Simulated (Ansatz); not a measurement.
## Ca in Ansatz: convergence with n extra bands

Input of the first run (n extra bands 1); the others differ in this setting and in those tied to it:

input.yaml

```yaml
crystal:
  lattice:
    - [0.022609, 2.80956, 2.744768]
    - [2.752495, 0.039623, 2.727754]
    - [2.84984, 2.889889, -0.057721]
  atoms:
    - { symbol: Ca, position: [-0.000727, 0.003239, -0.001058] }
hamiltonian:
  xc: pbe
  pseudopotentials: { kind: nc }
kpoints:
  mp_grid: { grid: [6, 6, 6] }
scf:
  occupations: { method: gaussian, width: 0.1 }
  n_extra_bands: 1
output:
  forces: true
  stress: true
  eigenvalues: true
```

Potentials or basis: PseudoDojo standard (PBE files).

The run is started by

```bash
$ ansatz run input.yaml --threads 2 --pin off --max-ram 5632MiB --backend cpu --events-out ev --progress --plain --runs-dir out
```

The cell isn't the ideal one: cell strained at random at fixed volume.

Hardware: 2 threads of Arm Neoverse V2, on a shared host.

| n extra bands | energy less the tightest run, at zero smearing (meV/atom) | SCF cycles | CPU time (s) | peak memory (GiB) |
| --- | --- | --- | --- | --- |
| 1 | 0.00 | 6 | 5.3 | 0.37 |
| 2 | 0.00 | 6 | 4.9 | 0.38 |
| 4 | 0.00 | 6 | 4.7 | 0.39 |
| 8 | 0.00 | 6 | 6.4 | 0.41 |
| 16 | 0.00 | 6 | 7.8 | 0.45 |
| 32 | 0.00 | 5 | 11 | 0.54 |

Against the tightest run, the energy stays within 1 meV/atom from 1 on. The tightest run that finished is the yardstick and may itself not be fully converged.
